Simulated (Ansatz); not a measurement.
Two isomers of C3H4N2: A = `CC(=N)C#N`, B = `c1cn[nH]c1`.

Gas-phase electronic energies from Ansatz, PBE0-D4/def2-TZVP geometries. CCSD(T)/CBS is the MP2 limit (def2-TZVPP, def2-QZVPP) plus CCSD(T) − MP2 in def2-TZVPP, frozen cores. Functionals use def2-TZVPP. B3LYP here is the variant with VWN-RPA as its local correlation; programs differ in this. Each species was taken in one conformer, which may not be the lowest.

A:

```xyz
9

C    -0.1948    0.5381    0.8261
C     0.0940   -0.1358   -0.4794
N     0.2244    0.3919   -1.6223
C     0.2372   -1.5775   -0.3945
N     0.3391   -2.7146   -0.2571
H     0.6036    0.3309    1.5431
H    -0.2862    1.6157    0.6883
H    -1.1210    0.1479    1.2557
H     0.1036    1.4035   -1.5598
```

B:

Z-matrix (Å, degrees):
```
C
C 1 1.374
C 1 1.406 2 104.3
H 1 1.077 2 127.3 3 -180.0
N 2 1.347 1 106.1 3 -0.0
H 2 1.078 1 131.9 3 180.0
N 3 1.323 1 111.8 2 0.0
H 3 1.080 1 128.6 2 180.0
H 5 1.004 2 127.6 1 -180.0
```

(1) Which is lower in electronic energy at CCSD(T)/CBS, and by how much? (An estimate is asked.)

(2) Give E(B) − E(A) in kJ/mol with BLYP-D4, HF/def2-TZVPP, CCSD(T)/def2-TZVPP, ωB97M-V, r2SCAN-D4, PBE0-D4, B3LYP. (Best estimate.)

(3) Does the order hold for the free energy at 298.15 K (harmonic terms from PBE0-D4)? (Estimate.)

Largest T1 diagnostic: 0.013.

## Answers

(1) Computed: B, by 21.1 kJ/mol.

(2) Computed: BLYP-D4 -17.3, HF/def2-TZVPP 18.4, CCSD(T)/def2-TZVPP -11.2, ωB97M-V -31.5, r2SCAN-D4 -48.3, PBE0-D4 -60.4, B3LYP -23.3. The order is the other way round with HF/def2-TZVPP.

(3) Computed: Yes: G(B) − G(A) = -5.1 kJ/mol, for one conformer each.

At CCSD(T), def2-SVP lies +12.3 kJ/mol from the extrapolated value and def2-TZVPP +9.9 kJ/mol. From r2SCAN to r2SCAN0 (25 % exact exchange), in def2-TZVPP and without D4, E(B) − E(A) moves by −5.9 kJ/mol.
